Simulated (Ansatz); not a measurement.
The cell is the one relaxed in the Materials Project (mp-100), not relaxed further here; entries there can be hypothetical.

An input for Hf: DFT, PBEsol, all-electron LAPW, scalar-relativistic (Ansatz 0.2.0).

Command: `ansatz run input.yaml --threads 1 --pin off --max-ram 2048MiB --backend cpu --events-out ev --progress --plain --runs-dir out` The run took about 15 s on 1 thread of a shared machine.

```yaml
crystal:
  lattice:
    - [-1.7674920948, 1.7674920948, 1.7674920948]
    - [1.7674920948, -1.7674920948, 1.7674920948]
    - [1.7674920948, 1.7674920948, -1.7674920948]
  atoms:
    - { symbol: Hf, position: [0.0, 0.0, 0.0] }
kpoints:
  mp_grid: { grid: [14, 14, 14] }
  band_path:
    path:
      - [0.0, 0.0, 0.0]
      - [0.5, -0.5, 0.5]
      - [0.0, 0.0, 0.5]
      - [0.0, 0.0, 0.0]
      - [0.25, 0.25, 0.25]
      - [0.5, -0.5, 0.5]
      - [0.25, 0.25, 0.25]
      - [0.0, 0.0, 0.5]
    npoints: 5
scf:
  occupations: { method: fermi_dirac, width: 0.05 }
hamiltonian:
  xc: pbesol
  pseudopotentials: { kind: all_electron, lapw: { basis_error: 0.0005 } }
output:
  forces: true
  stress: true
  eigenvalues: true
```

The results part of the log:

```
SCF 1 converged in 8 iterations: F = -410126.763420 eV  dr2 = 8.74e-9
NSCF: frozen V_eff on 36 k-points
SCF converged after 8 iterations
Free energy (F): -410126.763420 eV
Harris-Foulkes:  -410126.763420 eV  (|F-HF|=3.78e-9)
Internal energy: -410126.747162 eV  (E = F + TS)
E sigma→0 (E₀):  -410126.755291 eV
Entropy (-TS):   -0.016258 eV (-16.258 meV/atom)
Fermi energy:    19.979370 eV
--- Per-component energies (eV) ---
  E_band       = -1757.511570
  E_kinetic    = 456300.510988
  E_xc         = -8290.651326
  E_electrostatic = -858136.606824  (all electrons and nuclei)
  E_smearing   = -0.016258  (= −TS)
  E_closure    = 0.000000  (closes the sum)
  E_atoms      = -410119.037880  (free atoms, spherical and without spin; not in F)
  Σ components = -410126.763420   (vs F -410126.763420, Δ=0.00e0)
  Basis errors (estimates in eV, not in F): energy 1.2e-4 per atom: plane waves 1.1e-4 (5.6e-5 summed), levels above the bands 2.5e-66, relativity 1.6e-8, radial functions 6.7e-6, core shells 3.6e-7; eigenvalues (radial functions only) 4.5e-7; not estimated: angular momenta, meshes, grids; target (lapw.basis_error) 5.0e-4; muffin-tin radii Hf 1.531 Å
--- Forces (eV/Å), atoms counted from 1 ---
  atom   1  Hf    -0.00000000     0.00000000    -0.00000000
  max |Σ_I F_I| component: 2.63e-31 eV/Å
--- Stress (GPa, compression-positive) ---
       -3.789892       0.000000      -0.000000
        0.000000      -3.789892       0.000000
       -0.000000       0.000000      -3.789892
  P = ⅓ Tr σ = -3.7899 GPa (-37.899 kbar)
--- Band table (eV; the first three rows and the last of 104) ---
  k-point 0: bands = ["-180.7164", "-180.7164", "-180.7152", "-180.7152", "-180.7152", "-41.4765", "-9.7286", "-9.7286", "-9.7286", "8.5520", "8.5520", "8.5520", "8.6276", "8.6276", "8.6276", "8.6597", "12.9242", "21.5083", "21.5083", "21.5083", "24.3394", "24.3394"]
  k-point 1: bands = ["-180.7164", "-180.7164", "-180.7152", "-180.7152", "-180.7152", "-41.4730", "-9.7744", "-9.7429", "-9.7288", "8.5532", "8.5547", "8.5547", "8.6249", "8.6266", "8.6266", "8.6561", "13.1158", "21.3749", "21.4578", "21.6996", "24.1264", "24.3389"]
  k-point 2: bands = ["-180.7164", "-180.7164", "-180.7152", "-180.7152", "-180.7152", "-41.4630", "-9.9005", "-9.7825", "-9.7294", "8.5563", "8.5624", "8.5626", "8.6179", "8.6224", "8.6243", "8.6480", "13.6635", "21.0269", "21.2288", "22.2641", "23.7932", "24.3562"]
  k-point 103: bands = ["-180.7164", "-180.7164", "-180.7152", "-180.7152", "-180.7152", "-41.3497", "-10.3315", "-10.3315", "-10.3315", "8.5348", "8.5849", "8.5849", "8.5849", "8.6369", "8.6369", "8.6369", "17.3709", "17.3709", "26.8663", "26.8663", "26.8663", "27.3257"]
```
